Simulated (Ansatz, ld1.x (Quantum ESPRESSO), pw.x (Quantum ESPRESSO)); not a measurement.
**titanium (Ti) (bcc): variants of one TM potential in the solid**

* Element: titanium (Ti)
* Generator: ld1.x (Quantum ESPRESSO) 7.5
* Type: norm-conserving Troullier–Martins (Kleinman–Bylander form)
* Functional: PBE
* Relativity: scalar-relativistic
* Frozen core: [Ar]
* Valence charge: 4
* Reference configuration: 3d2 4s2 4p0
* Partial waves: 4p (bound, empty): rc 3.65 bohr; 3d (bound): rc 1.95 bohr; 4f channel at 0.05 Ry: rc 3.40 bohr; 4s (bound): rc 3.20 bohr
* Local potential: the s channel
* Core correction: none

Crystal test: bcc Ti in pw.x 7.5, no spin, 14³ k-points, Fermi–Dirac smearing 0.01 Ry, cutoffs set for each file from its atomic test. The reference is all-electron LAPW (Ansatz 0.2.0) with the same functional, mesh and smearing; V0 and B0 come from Birch–Murnaghan fits to the pressures at five volumes. Errors are pseudo minus all-electron; Δ is the rms difference of the E(V) curves that follow from these fits, minima aligned, over ±6 % about the mean V0. Mesh and smearing are coarse, so the numbers serve the comparison and aren't converged zero-temperature values; the lattice is a test structure that the element need not adopt.

All-electron: a0 = 3.264 Å (V0 = 17.38 Å³/atom), B0 = 104.1 GPa.

Base: The largest radius (3.65 bohr) exceeds half the bond length (2.67 bohr), so the spheres overlap, which is one possible source of error among others. This is a poor potential for the solid. Atomic configuration tests: 1 of 7 tests not solved or not reliable.

A dash in a converged row means that the minimum lies outside the volumes sampled.

```csv
change,cutoffs (Ry),pw.x,a0 (Å),a0 error (%),B0 error (%),Δ (meV/atom),mean pressure error (GPa)
base,85/340,converged,–,–,–,–,+6.93
core correction a·sin(br)/r model core inside 0.76 bohr,85/340,converged,3.311,+1.44,+1.9,17.6,+5.00
core correction a·sin(br)/r model core inside 1.16 bohr,85/340,converged,3.310,+1.43,+2.1,17.5,+4.98
core correction a·sin(br)/r model core inside 1.50 bohr,85/340,converged,3.310,+1.43,+1.9,17.5,+4.98
core correction a·sin(br)/r model core inside 2.32 bohr,85/340,converged,–,–,–,–,+5.49
```

(1) Give the row for: core correction a·sin(br)/r model core inside 1.78 bohr.

Results:

(1) pw.x: converged; mean pressure error (GPa): +4.88; a0 (Å): 3.310; a0 error (%): +1.41; B0 error (%): +1.6; Δ (meV/atom): 17.2.
